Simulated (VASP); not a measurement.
# C₇NH₅: relaxation of the atoms

C₇NH₅, molecule in box, 13 atoms in the cell. PBE; PAW potentials N, C, H (PBE set).

## Input

INCAR:
```
SYSTEM = H5C7N
GGA      = PE             ! functional
PREC     = Accurate       ! precision mode
ENCUT    = 500            ! plane-wave cutoff, eV
EDIFF    = 1E-6           ! SCF threshold, eV
ISMEAR   = 0              ! smearing method
SIGMA    = 0.02           ! smearing width, eV
LREAL    = .False.        ! projectors in reciprocal space
LASPH    = .True.         ! aspherical terms in the spheres
ALGO     = Normal         ! electronic algorithm
NELM     = 100            ! most SCF steps
IBRION   = 2              ! ionic algorithm
NSW      = 80             ! ionic steps
EDIFFG   = -0.01          ! ionic threshold
ISIF     = 2              ! what is computed and relaxed
NCORE    = 2            
LWAVE    = .False.        ! write WAVECAR
LCHARG   = .False.        ! write CHGCAR
```

KPOINTS:
```
k-points
0
Gamma
  1 1 1
```

POSCAR:
```
H5C7N
1.0
   15.0000000000      0.0000000000      0.0000000000
    0.0000000000     13.0000000000      0.0000000000
    0.0000000000      0.0000000000      9.0000000000
N C H
1 7 5
Direct
    0.2841130000      0.5000000000      0.5000000000
    0.3614970000      0.5000000000      0.5000000000
    0.4570650000      0.5000000000      0.5000000000
    0.5038800000      0.5930990000      0.4999990000
    0.5969650000      0.5929750000      0.5000000000
    0.6433770000      0.5000000000      0.5000000000
    0.5969650000      0.4070250000      0.5000000000
    0.5038800000      0.4069010000      0.5000000000
    0.4683080000      0.6660670000      0.4999990000
    0.6333180000      0.6653520000      0.5000000000
    0.7158870000      0.5000000000      0.5000010000
    0.6333190000      0.3346480000      0.5000010000
    0.4683080000      0.3339330000      0.5000010000
```

Commands:
```
cat potpaw_PBE.64/N/POTCAR potpaw_PBE.64/C/POTCAR potpaw_PBE.64/H/POTCAR > POTCAR
mpirun -np 4 vasp_gam > vasp.out
```

## Result

- Ionic steps: 23
- SCF steps in all: 158

Ionic steps:

| Step | Energy (eV) | Largest force (eV/A) | SCF steps |
|---|---|---|---|
| 1 | -88.82788 | 0.9639 | 26 |
| 2 | -88.44113 | 8.6714 | 17 |
| 3 | -88.83412 | 0.3038 | 18 |
| 4 | -88.82277 | 0.8763 | 14 |
| 5 | -88.83596 | 0.1221 | 13 |
| 6 | -88.83728 | 0.1737 | 6 |
| 7 | -88.83729 | 0.1564 | 3 |
| 8 | -88.83695 | 0.4652 | 11 |
| 9 | -88.83764 | 0.1483 | 5 |
| 10 | -88.83776 | 0.1505 | 5 |
| 14 | -88.83817 | 0.0846 | 4 |
| 15 | -88.83817 | 0.0765 | 2 |
| 16 | -88.83823 | 0.0460 | 3 |
| 17 | -88.83826 | 0.0481 | 4 |
| 18 | -88.83830 | 0.0358 | 2 |
| 19 | -88.83834 | 0.0269 | 3 |
| 20 | -88.83836 | 0.0239 | 3 |
| 21 | -88.83836 | 0.0302 | 2 |
| 22 | -88.83836 | 0.0103 | 3 |
| 23 | -88.83836 | 0.0087 | 2 |

VASP 6.6.1 took 528 s on 4 cores (Intel Xeon Platinum 8259CL @ 2.50GHz (Skylake/Cascade Lake)), a shared host.
